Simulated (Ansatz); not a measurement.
All cells: G0W0@PBE, full frequency by contour deformation, all-electron datasets in plane waves (scalar-relativistic, Gaussian nuclei) (Ansatz); response cutoff 200 eV, empty bands to 200 eV, primitive cells on a 4×4×4 mesh, no spin-orbit coupling. Band edges are those of the mesh. The mesh is coarse, the sums aren't at the basis limit and many cells are compressed or hypothetical, so the values aren't those of the ambient crystals.

Q: Order these cells by the G0W0 correction to the gap between the Kohn-Sham band edges, largest first.
A. BaS (Fm-3m), 2 atoms, 31.6 Å³ an atom
B. NaI (Fm-3m), 2 atoms, 21.5 Å³ an atom
C. CaO (Fm-3m), 2 atoms, 12.5 Å³ an atom
D. NaF (Fm-3m), 2 atoms, 11.9 Å³ an atom

A: D (4.36 eV), C (2.19 eV), B (1.66 eV), A (1.31 eV).

Model cells at fixed atoms, which needn't be the relaxed known crystals.
